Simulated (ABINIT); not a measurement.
Zn, 2 atoms in the cell. It takes space group P6_3/mmc (No. 194, hexagonal). The conventional cell has a = 2.670 Å, b = 2.670 Å, c = 4.966 Å, α = 90.00°, β = 90.00°, γ = 120.00°. Around Zn (site symmetry -6m2) lie 12 Zn at 2.67 to 2.92 Å. 

| Item | Value |
| --- | --- |
| Program | ABINIT 10.8.3 (patched build) |
| Task | single point |
| Functional | PBE |
| Potentials or basis | JTH PAW PBE v2.0 |
| Cutoff | 707 eV |
| k mesh | 11 × 11 × 6 |
| Occupations | fermi-dirac, width 0.05 eV |
| Spin | no spin polarisation |
| Fine-grid cutoff | 1306.15 eV |

Potentials or basis: JTH PAW PBE v2.0.

Run with:

```console
$ abinit run.abi > log 2>&1
```

Hardware: 1 thread of Arm Neoverse V1 (shared host).

Question: How long does it take, and how much memory?

Answer: Run time: 61 s on 1 thread of Arm Neoverse V1, on a shared host, peak memory 0.13 GiB. Counts: scf iterations 18, mpi ranks 1, k points 64, bands 16, plane waves 1324.
